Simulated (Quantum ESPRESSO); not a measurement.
# Ge (Cmmm) in Quantum ESPRESSO: settings compared

Aim: see how the results for Ge move with the level of theory and the settings. Levels: LDA, r2SCAN. Tasks: band structure.

All numbers are computed with Quantum ESPRESSO 7.5; they aren't measurements. Logs are shortened: lines on timing, memory, paths and dates and some standing lists are left out, and cuts for length are marked.

## (1) The crystal as given

The structure is orthorhombic, space group Cmmm (No. 65). The conventional cell has a = 2.794 Å, b = 5.201 Å, c = 2.698 Å, α = 90.00°, β = 90.00°, γ = 90.00°. Around Ge (site symmetry mmm) lie 8 Ge at 2.70 to 2.95 Å.

This isn't the form of Ge at room conditions, which is diamond.

## (2) Band structure, LDA

Input file pw.in:

```
&CONTROL
  calculation = 'scf'
  prefix = 'pwscf'
  outdir = './tmp'
  pseudo_dir = './pseudo'
  tprnfor = .true.
  tstress = .true.
  disk_io = 'low'
/
&SYSTEM
  ibrav = 0
  celldm(1) = 8
  nat = 1
  ntyp = 1
  ecutwfc = 45
  ecutrho = 360
  nbnd = 13
  occupations = 'smearing'
  smearing = 'fd'
  degauss = 0.00367493
/
&ELECTRONS
  conv_thr = 2d-10
  electron_maxstep = 120
  mixing_beta = 0.5
/
ATOMIC_SPECIES
Ge    72.6300 ge_lda_v1.4.uspp.F.UPF
CELL_PARAMETERS alat
  0.3300286206618  -0.6142828778384   0.0000000000000
  0.3300286206618   0.6142828778384   0.0000000000000
  0.0000000000000   0.0000000000000   0.6373647013719
ATOMIC_POSITIONS crystal
Ge     0.5000000000    0.5000000000    0.0000000000
K_POINTS automatic
11 11 10 0 0 0
```

Input file bands.in:

```
&CONTROL
  calculation = 'bands'
  prefix = 'pwscf'
  outdir = './tmp'
  pseudo_dir = './pseudo'
  disk_io = 'low'
  verbosity = 'high'
/
&SYSTEM
  ibrav = 0
  celldm(1) = 8
  nat = 1
  ntyp = 1
  ecutwfc = 45
  ecutrho = 360
  nbnd = 13
  occupations = 'smearing'
  smearing = 'fd'
  degauss = 0.00367493
/
&ELECTRONS
  conv_thr = 1d-08
  electron_maxstep = 120
  mixing_beta = 0.5
  diago_full_acc = .true.
  startingwfc = 'random'
/
ATOMIC_SPECIES
Ge    72.6300 ge_lda_v1.4.uspp.F.UPF
CELL_PARAMETERS alat
  0.3300286206618  -0.6142828778384   0.0000000000000
  0.3300286206618   0.6142828778384   0.0000000000000
  0.0000000000000   0.0000000000000   0.6373647013719
ATOMIC_POSITIONS crystal
Ge     0.5000000000    0.5000000000    0.0000000000
K_POINTS crystal
60
 0.0000000000  0.0000000000  0.0000000000 1
 0.0536936067  0.0536936067  0.0000000000 1
 0.1073872134  0.1073872134  0.0000000000 1
 0.1610808202  0.1610808202  0.0000000000 1
 0.2147744269  0.2147744269  0.0000000000 1
 0.2684680336  0.2684680336  0.0000000000 1
 0.3221616403  0.3221616403  0.0000000000 1
 0.1610808202  0.4110808202  0.0000000000 1
 0.0000000000  0.5000000000  0.0000000000 1
 0.0000000000  0.5000000000  0.1000000000 1
 0.0000000000  0.5000000000  0.2000000000 1
 0.0000000000  0.5000000000  0.3000000000 1
 0.0000000000  0.5000000000  0.4000000000 1
 0.0000000000  0.5000000000  0.5000000000 1
 0.1610808202  0.4110808202  0.5000000000 1
 0.3221616403  0.3221616403  0.5000000000 1
 0.2684680336  0.2684680336  0.5000000000 1
 0.2147744269  0.2147744269  0.5000000000 1
 0.1610808202  0.1610808202  0.5000000000 1
 0.1073872134  0.1073872134  0.5000000000 1
 0.0536936067  0.0536936067  0.5000000000 1
 0.0000000000  0.0000000000  0.5000000000 1
 0.0000000000  0.0000000000  0.4000000000 1
 0.0000000000  0.0000000000  0.3000000000 1
 0.0000000000  0.0000000000  0.2000000000 1
 0.0000000000  0.0000000000  0.1000000000 1
 0.0000000000  0.0000000000  0.0000000000 1
-0.1000000000  0.1000000000  0.0000000000 1
-0.2000000000  0.2000000000  0.0000000000 1
-0.3000000000  0.3000000000  0.0000000000 1
-0.4000000000  0.4000000000  0.0000000000 1
-0.5000000000  0.5000000000  0.0000000000 1
-0.4555404101  0.5444595899  0.0000000000 1
-0.4110808202  0.5889191798  0.0000000000 1
-0.3666212303  0.6333787697  0.0000000000 1
-0.3221616403  0.6778383597  0.0000000000 1
-0.3221616403  0.6778383597  0.0833333333 1
-0.3221616403  0.6778383597  0.1666666667 1
-0.3221616403  0.6778383597  0.2500000000 1
-0.3221616403  0.6778383597  0.3333333333 1
-0.3221616403  0.6778383597  0.4166666667 1
-0.3221616403  0.6778383597  0.5000000000 1
-0.3666212303  0.6333787697  0.5000000000 1
-0.4110808202  0.5889191798  0.5000000000 1
-0.4555404101  0.5444595899  0.5000000000 1
-0.5000000000  0.5000000000  0.5000000000 1
-0.5000000000  0.5000000000  0.4166666667 1
-0.5000000000  0.5000000000  0.3333333333 1
-0.5000000000  0.5000000000  0.2500000000 1
-0.5000000000  0.5000000000  0.1666666667 1
-0.5000000000  0.5000000000  0.0833333333 1
-0.5000000000  0.5000000000  0.0000000000 1
 0.0000000000  0.0000000000  0.5000000000 1
-0.0714285714  0.0714285714  0.5000000000 1
-0.1428571429  0.1428571429  0.5000000000 1
-0.2142857143  0.2142857143  0.5000000000 1
-0.2857142857  0.2857142857  0.5000000000 1
-0.3571428571  0.3571428571  0.5000000000 1
-0.4285714286  0.4285714286  0.5000000000 1
-0.5000000000  0.5000000000  0.5000000000 1
```

Potentials or basis: GBRV 1.5 LDA.

On the command line:

```
OMP_NUM_THREADS=1 mpirun -n 2 pw.x -nk 2 -in pw.in > pw.out
OMP_NUM_THREADS=1 mpirun -n 2 pw.x -nk 2 -in bands.in > bands.out
```

pw.out:

```text
This program is part of the open-source Quantum ESPRESSO suite
     for quantum simulation of materials; please cite
[... 6 lines left out ...]
     using ibrav=0 with symmetry is DISCOURAGED, use correct ibrav instead

     K-points division:     npool     =       2
     Subspace diagonalization in iterative solution of the eigenvalue problem:
     a serial algorithm will be used

     G-vector sticks info
     --------------------
     sticks:   dense  smooth     PW     G-vecs:    dense   smooth      PW
     Sum         739     363    127                15249     5387    1123

     Using Slab Decomposition

     bravais-lattice index     =            0
     lattice parameter (alat)  =       8.0000  a.u.
     unit-cell volume          =     132.3147 (a.u.)^3
     number of atoms/cell      =            1
     number of atomic types    =            1
     number of electrons       =        14.00
     number of Kohn-Sham states=           13
     kinetic-energy cutoff     =      45.0000  Ry
     charge density cutoff     =     360.0000  Ry
     scf convergence threshold =      2.0E-10
     mixing beta               =       0.5000
     number of iterations used =            8  plain     mixing
     Exchange-correlation=  SLA  PZ   NOGX NOGC
                           (   1   1   0   0   0   0   0)

     celldm(1)=   8.000000  celldm(2)=   0.000000  celldm(3)=   0.000000
     celldm(4)=   0.000000  celldm(5)=   0.000000  celldm(6)=   0.000000

     crystal axes: (cart. coord. in units of alat)
               a(1) = (   0.330029  -0.614283   0.000000 )
               a(2) = (   0.330029   0.614283   0.000000 )
               a(3) = (   0.000000   0.000000   0.637365 )

     reciprocal axes: (cart. coord. in units 2 pi/alat)
               b(1) = (  1.515020 -0.813957  0.000000 )
               b(2) = (  1.515020  0.813957 -0.000000 )
               b(3) = ( -0.000000  0.000000  1.568960 )

     PseudoPot. # 1 for Ge read from file:
     ge_lda_v1.4.uspp.F.UPF
     Pseudo is Ultrasoft + core correction, Zval = 14.0
     Generated by new atomic code, or converted to UPF format
     Using radial grid of  873 points,  6 beta functions with:
                l(1) =   0
                l(2) =   0
                l(3) =   1
                l(4) =   1
                l(5) =   2
                l(6) =   2
     Q(r) pseudized with  8 coefficients,  rinner =    1.400   1.400   1.400
                                                       1.400   1.400

     atomic species   valence    mass     pseudopotential
     Ge               14.00    72.63000     Ge( 1.00)

      8 Sym. Ops., with inversion, found

   Cartesian axes

     site n.     atom                  positions (alat units)
         1        Ge     tau(   1) = (   0.3300286   0.0000000   0.0000000  )

     number of k points=   216  Fermi-Dirac smearing, width (Ry)=  0.0037

     Number of k-points >= 100: set verbosity='high' to print them.

     Dense  grid:    15249 G-vectors     FFT dimensions: (  36,  36,  32)

     Smooth grid:     5387 G-vectors     FFT dimensions: (  24,  24,  24)

     Initial potential from superposition of free atoms

     starting charge      13.9993, renormalised to      14.0000
     Starting wfcs are    9 randomized atomic wfcs +    4 random wfcs

     Self-consistent Calculation

     iteration #  1     ecut=    45.00 Ry     beta= 0.50
     Davidson diagonalization with overlap
     ethr =  1.00E-02,  avg # of iterations =  4.5

     Threshold (ethr) on eigenvalues was too large:
     Diagonalizing with lowered threshold

     Davidson diagonalization with overlap
     ethr =  2.56E-05,  avg # of iterations =  3.7

     total energy              =    -213.06830773 Ry
     estimated scf accuracy    <       0.00363252 Ry

     iteration #  2     ecut=    45.00 Ry     beta= 0.50
     Davidson diagonalization with overlap
     ethr =  2.59E-05,  avg # of iterations =  1.0

     total energy              =    -213.06851266 Ry
     estimated scf accuracy    <       0.00049878 Ry

     iteration #  3     ecut=    45.00 Ry     beta= 0.50
     Davidson diagonalization with overlap
     ethr =  3.56E-06,  avg # of iterations =  1.2

     total energy              =    -213.06852405 Ry
     estimated scf accuracy    <       0.00004068 Ry

     iteration #  4     ecut=    45.00 Ry     beta= 0.50
     Davidson diagonalization with overlap
     ethr =  2.91E-07,  avg # of iterations =  1.1

     total energy              =    -213.06852498 Ry
     estimated scf accuracy    <       0.00000047 Ry

     iteration #  5     ecut=    45.00 Ry     beta= 0.50
     Davidson diagonalization with overlap
     ethr =  3.38E-09,  avg # of iterations =  2.9

     total energy              =    -213.06852510 Ry
     estimated scf accuracy    <       0.00000002 Ry

     iteration #  6     ecut=    45.00 Ry     beta= 0.50
     Davidson diagonalization with overlap
     ethr =  1.28E-10,  avg # of iterations =  2.2

     total energy              =    -213.06852511 Ry
     estimated scf accuracy    <          2.8E-09 Ry

     iteration #  7     ecut=    45.00 Ry     beta= 0.50
     Davidson diagonalization with overlap
     ethr =  1.98E-11,  avg # of iterations =  2.0

     End of self-consistent calculation

     Number of k-points >= 100: set verbosity='high' to print the bands.

     the Fermi energy is     9.8609 ev

!    total energy              =    -213.06852511 Ry
     estimated scf accuracy    <          2.3E-11 Ry
     smearing contrib. (-TS)   =      -0.00029870 Ry
     internal energy E=F+TS    =    -213.06822641 Ry

     The total energy is F=E-TS. E is the sum of the following terms:
     one-electron contribution =    -119.12573926 Ry
     hartree contribution      =      73.25614935 Ry
     xc contribution           =     -57.22574709 Ry
     ewald contribution        =    -109.97288941 Ry

     convergence has been achieved in   7 iterations

     Forces acting on atoms (cartesian axes, Ry/au):

     atom    1 type  1   force =     0.00000000    0.00000000    0.00000000

     Total force =     0.000000     Total SCF correction =     0.000000

     Computing stress (Cartesian axis) and pressure

          total   stress  (Ry/bohr**3)                   (kbar)     P=      -58.40
  -0.00030954   0.00000000   0.00000000          -45.53        0.00        0.00
  -0.00000000  -0.00050829   0.00000000           -0.00      -74.77        0.00
   0.00000000   0.00000000  -0.00037305            0.00        0.00      -54.88

=------------------------------------------------------------------------------=
   JOB DONE.
=------------------------------------------------------------------------------=
```

Run time: 16 s. Hardware: 2 MPI ranks of Arm Neoverse V1, shared host; peak memory 0.18 GiB.

What came out:

```yaml
Free_energy: -2898.9450 eV
Pressure: -5.8 GPa
Band_gap_on_the_k_mesh: none (metal or under the smearing width)
```

Stress tensor (GPa, compression positive):
```
-4.55  0.00  0.00
 0.00 -7.48  0.00
 0.00  0.00 -5.49
```

Levels at the corners of the path, in eV from the Fermi level:
| point | band 5 | band 6 | band 7 | band 8 | band 9 | band 10 |
| --- | --- | --- | --- | --- | --- | --- |
| Γ | -24.51 | -12.83 | 6.64 | 7.07 | 8.57 | 10.26 |
| X | -24.55 | -7.07 | -3.47 | -2.92 | 10.93 | 16.66 |
| S | -24.53 | -7.83 | -5.21 | 3.44 | 7.56 | 10.44 |
| R | -24.44 | -3.74 | -2.18 | -1.54 | 3.78 | 6.26 |
| A | -24.45 | -2.88 | -0.97 | -0.44 | 0.18 | 5.39 |
| Z | -24.54 | -9.10 | -5.59 | 9.83 | 11.32 | 16.02 |
| Γ | -24.51 | -12.83 | 6.64 | 7.07 | 8.57 | 10.26 |
| Y | -24.52 | -8.68 | -5.42 | 5.20 | 9.23 | 9.79 |
| X1 | -24.55 | -7.07 | -3.47 | -2.92 | 10.93 | 16.66 |
| A1 | -24.45 | -2.88 | -0.97 | -0.44 | 0.18 | 5.39 |
| T | -24.46 | -4.69 | -2.34 | -2.18 | 3.39 | 8.03 |
| Y | -24.52 | -8.68 | -5.42 | 5.20 | 9.23 | 9.79 |
| Z | -24.54 | -9.10 | -5.59 | 9.83 | 11.32 | 16.02 |
| T | -24.46 | -4.69 | -2.34 | -2.18 | 3.39 | 8.03 |

## (3) Band structure, r2SCAN

Changes to pw.in since step 2:

```diff
@@ -14,5 +14,5 @@
   ntyp = 1
-  ecutwfc = 45
-  ecutrho = 360
+  ecutwfc = 70
   nbnd = 13
+  input_dft = 'r2scan'
   occupations = 'smearing'
@@ -20,5 +20,6 @@
   degauss = 0.00367493
+  nosym = .true.
 /
 &ELECTRONS
-  conv_thr = 2d-10
+  conv_thr = 1d-08
   electron_maxstep = 120
@@ -27,3 +28,3 @@
 ATOMIC_SPECIES
-Ge    72.6300 ge_lda_v1.4.uspp.F.UPF
+Ge    72.6300 Ge_ONCV_PBE-1.2.upf
 CELL_PARAMETERS alat
```

Changes to bands.in since step 2:

```diff
@@ -13,5 +13,5 @@
   ntyp = 1
-  ecutwfc = 45
-  ecutrho = 360
+  ecutwfc = 70
   nbnd = 13
+  input_dft = 'r2scan'
   occupations = 'smearing'
@@ -19,2 +19,3 @@
   degauss = 0.00367493
+  nosym = .true.
 /
@@ -28,3 +29,3 @@
 ATOMIC_SPECIES
-Ge    72.6300 ge_lda_v1.4.uspp.F.UPF
+Ge    72.6300 Ge_ONCV_PBE-1.2.upf
 CELL_PARAMETERS alat
```

Potentials or basis: SG15 PBE 1.2.

On the command line:

```
OMP_NUM_THREADS=1 mpirun -n 2 pw.x -nk 2 -in pw.in > pw.out
OMP_NUM_THREADS=1 mpirun -n 2 pw.x -nk 2 -in bands.in > bands.out
```

pw.out:

```text
This program is part of the open-source Quantum ESPRESSO suite
     for quantum simulation of materials; please cite
         "P. Giannozzi et al., J. Phys.:Condens. Matter 21 395502 (2009);
         "P. Giannozzi et al., J. Phys.:Condens. Matter 29 465901 (2017);
         "P. Giannozzi et al., J. Chem. Phys. 152 154105 (2020);
     in publications or presentations arising from this work. More details at

     IMPORTANT: XC functional enforced from input :
     Exchange-correlation= R2SCAN
                           (   0   0   0   0   0 497 498)
     Any further DFT definition will be discarded
     Please, verify this is what you really want

     K-points division:     npool     =       2
     Subspace diagonalization in iterative solution of the eigenvalue problem:
     a serial algorithm will be used

     G-vector sticks info
     --------------------
     sticks:   dense  smooth     PW     G-vecs:    dense   smooth      PW
     Sum         573     573    195                10471    10471    1989

     Using Slab Decomposition

     bravais-lattice index     =            0
     lattice parameter (alat)  =       8.0000  a.u.
     unit-cell volume          =     132.3147 (a.u.)^3
     number of atoms/cell      =            1
     number of atomic types    =            1
     number of electrons       =        14.00
     number of Kohn-Sham states=           13
     kinetic-energy cutoff     =      70.0000  Ry
     charge density cutoff     =     280.0000  Ry
     scf convergence threshold =      1.0E-08
     mixing beta               =       0.5000
     number of iterations used =            8  plain     mixing
     Exchange-correlation= R2SCAN
                           (   0   0   0   0   0 497 498)

     celldm(1)=   8.000000  celldm(2)=   0.000000  celldm(3)=   0.000000
[... 37 lines left out ...]

     Dense  grid:    10471 G-vectors     FFT dimensions: (  30,  30,  27)

     WARNING: libxc functional with ID  497 depends
      on external parameters: check the user_guide of
      QE if you need to modify them or to check their
      default values.

     WARNING: libxc functional with ID  498 depends
      on external parameters: check the user_guide of
      QE if you need to modify them or to check their
      default values.

     Initial potential from superposition of free atoms

     starting charge      13.9462, renormalised to      14.0000
     Starting wfcs are random

     Self-consistent Calculation

     iteration #  1     ecut=    70.00 Ry     beta= 0.50
     Davidson diagonalization with overlap
     ethr =  1.00E-02,  avg # of iterations =  8.8

     total energy              =    -140.52350897 Ry
     estimated scf accuracy    <      48.63567193 Ry
[... 57 lines left out ...]
     iteration # 10     ecut=    70.00 Ry     beta= 0.50
     Davidson diagonalization with overlap
     ethr =  1.03E-10,  avg # of iterations =  1.0

     End of self-consistent calculation

     Number of k-points >= 100: set verbosity='high' to print the bands.

     the Fermi energy is    12.8786 ev

!    total energy              =    -140.64955821 Ry
     estimated scf accuracy    <          2.1E-10 Ry
     smearing contrib. (-TS)   =      -0.00026812 Ry
     internal energy E=F+TS    =    -140.64929009 Ry

     The total energy is F=E-TS. E is the sum of the following terms:
     one-electron contribution =     -44.94323533 Ry
     hartree contribution      =      30.77915724 Ry
     xc contribution           =     -16.51232259 Ry
     ewald contribution        =    -109.97288941 Ry

     convergence has been achieved in  10 iterations

     Forces acting on atoms (cartesian axes, Ry/au):

     atom    1 type  1   force =     0.00000000    0.00000000    0.00000000

     Total force =     0.000000     Total SCF correction =     0.000001

     Computing stress (Cartesian axis) and pressure

          total   stress  (Ry/bohr**3)                   (kbar)     P=      -42.06
  -0.00018550   0.00000000   0.00000000          -27.29        0.00        0.00
   0.00000000  -0.00042784   0.00000000            0.00      -62.94        0.00
   0.00000000   0.00000000  -0.00024437            0.00        0.00      -35.95

=------------------------------------------------------------------------------=
   JOB DONE.
=------------------------------------------------------------------------------=
```

bands.out:

```text
This program is part of the open-source Quantum ESPRESSO suite
     for quantum simulation of materials; please cite
         "P. Giannozzi et al., J. Phys.:Condens. Matter 21 395502 (2009);
         "P. Giannozzi et al., J. Phys.:Condens. Matter 29 465901 (2017);
         "P. Giannozzi et al., J. Chem. Phys. 152 154105 (2020);
     in publications or presentations arising from this work. More details at

[... 381 lines left out ...]

          k = 0.4881 0.0000 0.7845 (  1316 PWs)   bands (ev):
[... 206 lines left out ...]
   -11.5309 -11.4836 -11.3917 -11.3448 -11.2387   7.9580  10.3565  10.5473
    17.0000  21.3196  27.1773  29.0143  29.1598

=------------------------------------------------------------------------------=
   JOB DONE.
=------------------------------------------------------------------------------=
```

Wall time 4.1 min (2 MPI ranks of Arm Neoverse V1, shared host); peak memory 0.26 GiB.

Results:

| Property | Result |
| --- | --- |
| Free energy | -1913.6347 eV |
| Pressure | -4.2 GPa |
| Band gap on the k mesh | none (metal or under the smearing width) |

Stress tensor (GPa, compression positive):
```
-2.73  0.00  0.00
 0.00 -6.29  0.00
 0.00  0.00 -3.59
```

Levels at the corners of the path, in eV from the Fermi level:
```
point  band 3  band 4  band 5  band 6  band 7  band 8  band 9  band 10  band 11  band 12
    Γ  -24.33  -24.20  -24.18  -13.43    6.99    7.42    8.98    11.07    13.56    15.88
    X  -24.28  -24.23  -24.23   -7.44   -3.57   -2.96   11.42    17.82    18.53    19.63
    S  -24.25  -24.22  -24.21   -8.20   -5.41    3.64    8.26    10.93    17.61    17.92
    R  -24.30  -24.22  -24.09   -3.92   -2.36   -1.67    4.51     6.58    12.41    14.25
    A  -24.31  -24.28  -24.11   -3.03   -1.12   -0.50    0.17     6.19     6.52    22.13
    Z  -24.28  -24.26  -24.22   -9.57   -5.75   10.32   11.86    17.19    17.48    18.45
    Γ  -24.33  -24.20  -24.18  -13.43    6.99    7.42    8.98    11.07    13.56    15.88
    Y  -24.25  -24.23  -24.19   -9.10   -5.62    5.50   10.00    10.24    16.83    17.59
   X1  -24.28  -24.23  -24.23   -7.44   -3.57   -2.96   11.42    17.82    18.53    19.63
   A1  -24.31  -24.28  -24.11   -3.03   -1.12   -0.50    0.17     6.19     6.52    22.13
    T  -24.27  -24.22  -24.12   -4.92   -2.52   -2.33    4.12     8.44    14.30    16.14
    Y  -24.25  -24.23  -24.19   -9.10   -5.62    5.50   10.00    10.24    16.83    17.59
    Z  -24.28  -24.26  -24.22   -9.57   -5.75   10.32   11.86    17.19    17.48    18.45
    T  -24.27  -24.22  -24.12   -4.92   -2.52   -2.33    4.12     8.44    14.30    16.14
```

Caveat: the potentials were made for another functional, which shifts forces and pressure.
